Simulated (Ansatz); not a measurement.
## ZrS2: zone-centre modes at 7 GPa

All numbers below come from DFT LDA, scalar-relativistic, plane waves, PAW in Ansatz. Settings: 420 eV plane-wave cutoff, Γ-centred 12×12×8 mesh, Fermi-Dirac smearing of 0.15 eV. No spin polarisation. Phonons by linear response, acoustic sum rule imposed.

The cell, relaxed at 7 GPa:
```yaml
crystal:
  lattice:
    - [3.48924, 0.00000, 0.00000]
    - [-1.74462, 3.02177, 0.00000]
    - [0.00000, 0.00000, 5.31233]
  atoms:
    - { symbol: Zr, position: [0.00000, 0.00000, 0.00000] }
    - { symbol: S, position: [0.33333, 0.66667, 0.27878] }
    - { symbol: S, position: [0.66667, 0.33333, 0.72122] }
```

In a metal, frequencies and elastic constants depend on the k mesh and the smearing, soft modes and shear constants most. A semilocal functional can close a gap that the real compound has.

(1) Is this structure stable against zone-centre distortions?

(2) List the optical modes at Γ (i marks imaginary ones).

Answers

(1) Yes, at Γ: no optical mode is imaginary. Strains and other wave vectors aren't tested by this run.

(2)
```tsv
frequency (cm⁻¹)	degeneracy
193	2
264	2
355	1
356	1
```

Cost: 1 run of about 1.8 core-minutes, on Arm Neoverse V2 (shared hosts).